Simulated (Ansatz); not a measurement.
BeO:
```yaml
crystal:
  lattice:
    - [2.69043, 0.00000, 0.00000]
    - [-1.34522, 2.32998, 0.00000]
    - [0.00000, 0.00000, 4.36993]
  atoms:
    - { symbol: Be, position: [0.66667, 0.33333, 0.00013] }
    - { symbol: Be, position: [0.33333, 0.66667, 0.50013] }
    - { symbol: O, position: [0.66667, 0.33333, 0.37787] }
    - { symbol: O, position: [0.33333, 0.66667, 0.87787] }
```

Relaxed with r²SCAN. DFT-r²SCAN in the program Ansatz with PAW potentials gives a gap of 8.55 eV.

Question: What gap does HSE06 give on the same cell (Ansatz, PAW)?

Answer: 9.57 eV, 1.02 eV more. The hybrid was solved on a coarser mesh and at special points; its gap is the smallest among all of these.

| k | v1 r²SCAN | c1 r²SCAN | v1 HSE06 | c1 HSE06 |
|---|---|---|---|---|
| Γ | 0.00 | 8.55 | 0.00 | 9.57 |
| A | -0.55 | 10.90 | ? | ? |
| K | -2.46 | 10.01 | ? | ? |
| H | -1.30 | 12.65 | ? | ? |
| M | -0.95 | 10.73 | -1.02 | 11.71 |
| L | -1.77 | 10.00 | ? | ? |

Question: Top valence (v1) and lowest conduction level (c1) in eV from each method's valence maximum (which need not be a listed point): supply the withheld HSE06 values.

Answer: 
- A, v1 HSE06: -0.59
- A, c1 HSE06: 11.95
- L, v1 HSE06: -1.87
- L, c1 HSE06: 10.94
- H, v1 HSE06: -1.39
- H, c1 HSE06: 13.70
- K, v1 HSE06: -2.63
- K, c1 HSE06: 10.95

Cost on shared cores: the r²SCAN run (SCF on a 12×12×6 mesh, then bands and DOS) about 15 core-seconds (a rough figure), the HSE06 run (SCF on 9×9×5, then a few points) about 80 core-seconds (a rough figure); the tasks are unlike.

Space group P6_3mc (wurtzite). Symmetry was held in the r²SCAN relaxation; phonons on a q-mesh show no instability.

Potentials: the later of the program's two PAW sets.
